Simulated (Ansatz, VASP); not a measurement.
## One calculation of ZrN, two programs

Contents of INCAR:

```
SYSTEM = ZrN
ALGO     = Normal         ! electronic algorithm
EDIFF    = 1E-7           ! SCF threshold, eV
ENCUT    = 520            ! plane-wave cutoff, eV
GGA      = PE             ! functional
ISIF     = 2              ! what is computed and relaxed
ISMEAR   = -1             ! smearing method
LASPH    = .True.         ! aspherical terms in the spheres
LCHARG   = .False.        ! write CHGCAR
LREAL    = .False.        ! projectors in reciprocal space
LWAVE    = .False.        ! write WAVECAR
NBANDS   = 16             ! bands
NELM     = 100            ! most SCF steps
PREC     = Accurate       ! precision mode
SIGMA    = 0.05           ! smearing width, eV
```

KPOINTS

```
k-points
0
Gamma
  10 10 10
  0 0 0
```

POSCAR

```
ZrN
1.0
    0.0000000000      2.2689151084      2.2689151084
    2.2689151084      0.0000000000      2.2689151084
    2.2689151084      2.2689151084      0.0000000000
Zr N
1 1
Direct
    0.5000000000      0.5000000000      0.5000000000
    0.0000000000      0.0000000000      0.0000000000
```

Contents of input.yaml:

```yaml
crystal:
  lattice:
    - [0.0, 2.2689151084, 2.2689151084]
    - [2.2689151084, 0.0, 2.2689151084]
    - [2.2689151084, 2.2689151084, 0.0]
  atoms:
    - { symbol: Zr, position: [0.5, 0.5, 0.5] }
    - { symbol: "N", position: [0.0, 0.0, 0.0] }
hamiltonian:
  xc: pbe
  pseudopotentials: { kind: paw }
kpoints:
  mp_grid: { grid: [10, 10, 10] }
scf:
  occupations: { method: fermi_dirac, width: 0.05 }
output:
  forces: true
  stress: true
  eigenvalues: true
```

Change from the starting cell: volume scaled by 0.96.

Alike in both runs: task single point; functional PBE; k mesh 10 × 10 × 10; occupations fermi-dirac, width 0.05 eV; no spin polarisation.

|  | VASP | Ansatz |
| --- | --- | --- |
| version | VASP 6.6.1 | Ansatz 0.2.0 |
| potentials or method | VASP PAW PBE potentials, release 64 (Zr_sv, N) | Ansatz PAW |
| plane-wave cutoff (eV) | 520 | 420 |
| valence electrons in the cell | 17 | 17 |

|  | VASP | Ansatz | Ansatz less VASP |
| --- | --- | --- | --- |
| gap on the k mesh at the Fermi level (eV) | none | none | - |
| pressure (GPa) | 10.4 | 10.1 | -0.28 |

A gap of «none» marks a metal or a gap that the smearing closes.

Caveats: the pressure holds a Pulay correction of +0.4 GPa for the finite cutoff (Ansatz).
